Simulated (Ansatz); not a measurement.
# Cu: the cost of one run

Computed with Ansatz 0.2.0 (DFT PBE, scalar-relativistic, plane waves, PAW, unless a step's input says otherwise).

1 further run of the same task is left out (set aside as unsound or not needed).

## 1. The starting structure

The structure is cubic, space group Fm-3m (No. 225). Conventional cell: a = 3.630 Å, b = 3.630 Å, c = 3.630 Å, α = 90.00°, β = 90.00°, γ = 90.00°. Around Cu (site symmetry m-3m) lie 12 Cu at 2.57 Å.

Coordinates:

```cif
data_structure
_symmetry_space_group_name_H-M 'Fm-3m'
_symmetry_Int_Tables_number 225
_cell_length_a 3.6297
_cell_length_b 3.6297
_cell_length_c 3.6297
_cell_angle_alpha 90.000
_cell_angle_beta 90.000
_cell_angle_gamma 90.000
_cell_volume 47.82
loop_
_atom_site_label
_atom_site_type_symbol
_atom_site_symmetry_multiplicity
_atom_site_Wyckoff_symbol
_atom_site_fract_x
_atom_site_fract_y
_atom_site_fract_z
_atom_site_occupancy
Cu1 Cu 4 a 0.00000 0.00000 0.00000 1
```

It is the result of an earlier relaxation at this level (volume 11.96 Å³/atom; gap on the mesh: none (metal)).

## 2. The bulk in the cell of the plane

File input.yaml:

```yaml
crystal:
  lattice:
    - [2.5666196055, 0.0, 0.0]
    - [0.0, 2.5666196055, 0.0]
    - [1.2833098028, 1.2833098028, 1.8148741278]
  atoms:
    - { symbol: Cu, position: [0.0, 0.0, 0.0] }
basis:
  ecutwfc: 420
kpoints:
  mp_grid: { grid: [13, 13, 19] }
hamiltonian:
  xc: pbe
scf:
  occupations: { method: gaussian, width: 0.1 }
output:
  forces: true
  stress: true
  eigenvalues: true
```

Command:

```bash
ansatz run input.yaml --threads 1 --pin off --max-ram 2560MiB --backend cpu --events-out ev --progress --plain --runs-dir out
```

**Question.** How long does this run take on 1 thread of Intel Xeon 6975P-C (Granite Rapids), shared host, and how much memory does it need?

About 4 s, with a peak of 0.45 GiB.
